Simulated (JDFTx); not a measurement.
**Ba under changes of volume**

One of the cells (62.989 Å³/atom); the others are scaled copies at fixed shape and fractional positions:

```
Ba
1.0
    -2.50650    2.50650    2.50650
     2.50650   -2.50650    2.50650
     2.50650    2.50650   -2.50650
Ba
1
Direct
  0.00000 0.00000 0.00000
```

- Program: JDFTx 1.7.0 (patched build)
- Functional: PBE
- Potentials or basis: PseudoDojo-SR-PBE-0.5-standard
- Cutoff: 599 eV
- Density cutoff: 2395 eV
- k mesh: 8 × 8 × 8
- Occupations: fermi-dirac, width 0.05 eV
- Spin: no spin polarisation

```csv
volume (Å³/atom),energy over the lowest point (meV/atom),pressure (GPa)
59.209,6.24,0.6
60.469,?,?
61.729,0.47,0.2
62.989,0.00,0.0
64.249,0.96,-0.2
65.508,3.24,-0.4
66.768,6.72,-0.5
```

Task: What does the run at 60.469 Å³/atom give?

Result: Energy over the lowest point 2.52 meV/atom; pressure 0.4 GPa.

Worked out: A Birch-Murnaghan fit of order 3 (a polynomial in V^(-2/3)) to the other rows has its minimum at 62.76 Å³/atom with B0 = V·E''(V) = 9.2 GPa and B' = 3.3. It gives 2.50 meV/atom at 60.469 Å³/atom, against the run's 2.52, and -dE/dV = 0.4 GPa, against 0.4.

Energies are extrapolated to zero smearing.
